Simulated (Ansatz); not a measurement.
## Hf under changes of volume

One of the cells (21.882 Å³/atom); the others are scaled copies at fixed shape and fractional positions:

```
CELL_PARAMETERS angstrom
0.00000 2.22000 2.22000
2.22000 0.00000 2.22000
2.22000 2.22000 0.00000
ATOMIC_POSITIONS crystal
Hf 0.00000 0.00000 0.00000
```

This isn't the form of Hf at room conditions, which is hcp.

```yaml
Program: Ansatz 0.2.0
Functional: r2SCAN
Potentials_or_basis: Ansatz PAW
Cutoff: "500 eV (not typed: the program's choice for these potentials)"
k_mesh: 10 × 10 × 10
Occupations: fermi-dirac, width 0.05 eV
Spin: no spin polarisation
```

```csv
volume (Å³/atom),energy over the lowest point (meV/atom),pressure (GPa)
20.569,52.21,10.0
21.007,29.13,7.2
21.444,?,?
21.882,3.77,2.5
22.320,0.00,0.5
22.757,1.35,-1.4
23.195,7.48,-3.1
```

Task: What does the run at 21.444 Å³/atom give?

Result: Energy over the lowest point 13.24 meV/atom; pressure 4.8 GPa.

Worked out: A Birch-Murnaghan fit of order 3 (a polynomial in V^(-2/3)) to the other rows has its minimum at 22.41 Å³/atom with B0 = V·E''(V) = 95 GPa and B' = 4.4. It gives 13.27 meV/atom at 21.444 Å³/atom, against the run's 13.24, and -dE/dV = 4.6 GPa, against 4.8.

Energies are extrapolated to zero smearing.

Caveats: the PAW data sets come from PBE, with cores solved anew for the run's functional, which leaves a small shift of forces and pressure.
